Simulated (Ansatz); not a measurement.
Runs of Ansatz 0.2.0 on CuO. It takes space group Cccm (No. 66, orthorhombic). The conventional cell has a = 3.982 Å, b = 4.307 Å, c = 5.156 Å, α = 90.00°, β = 90.00°, γ = 90.00°. Around Cu (site symmetry 2/m) lie 4 O at 1.95 Å. Around O (site symmetry 222) lie 4 Cu at 1.95 Å. Measurements of this composition are mostly on another form, of space group No. 15.

```tsv
level	cutoff (eV)	gap on the mesh (eV)	pressure (GPa)
r2SCAN0	500	none	-7.3
RPBE	420	none	(c)
LDA	420	none	-12.4
BLYP	420	none	(b)
r2SCAN	500	none	-5.1
PBEsol	420	none	-6.2
PBE0	420	none	(a)
HSE06	420	none	-3.3
revPBE	420	none	4.9
```

Alike in all rows: task projected density of states; potentials or basis Ansatz PAW; no spin polarisation; cell as given; k mesh 5 × 5 × 3; smearing fermi-dirac 0.05 eV; the mesh is coarse, so values aren't converged.

Question: Fill in the values left out.

Answer: (a) -3.6; (b) 7.0; (c) 6.3.

Caveats: all runs use coarse meshes; the run has no spin polarisation, though such a crystal can be magnetic; the PAW data sets come from PBE, with cores solved anew for the run's functional, which leaves a small shift of forces and pressure; semilocal functionals often make such compounds metallic where correlation or magnetic order opens a gap, which also shifts bond lengths (some runs); the thresholds are loose for stress (some runs).

A gap of «none» marks a metal or a gap under the smearing width.

Runs at the PBE level aren't shown here.
